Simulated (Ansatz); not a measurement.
**Ga in Ansatz: the effect of functional**

Crystal: Ga.

```
Ga
1.0
     1.47844   -4.14473    0.00000
     1.47844    4.14473    0.00000
     0.00000    0.00000    3.23217
Ga
2
Cartesian
  1.4784 3.0422 2.4241
  1.4784 -3.0422 0.8080
```

This isn't the form of Ga at room conditions, which is orthorhombic.

The cell isn't the ideal one: volume scaled by 1.06.

Alike in all runs:

```yaml
Program: Ansatz 0.2.0
Task: single point
Potentials_or_basis: Ansatz PAW
k_mesh: 10 × 10 × 8
Occupations: fermi-dirac, width 0.05 eV
Spin: no spin polarisation
```

```csv
functional,cutoff,pressure (GPa),largest force (eV/Å)
LDA,420 eV (not typed: the program's choice for these potentials),?,?
PBEsol,420 eV (not typed: the program's choice for these potentials),-4.6,0.19
r2SCAN,500 eV (not typed: the program's choice for these potentials),-4.3,0.23
```

Problem. What does the run with functional LDA give?

Solution. Pressure -6.3 GPa; largest force 0.17 eV/Å.

Caveats: the PAW data sets come from PBE, with cores solved anew for the run's functional, which leaves a small shift of forces and pressure.
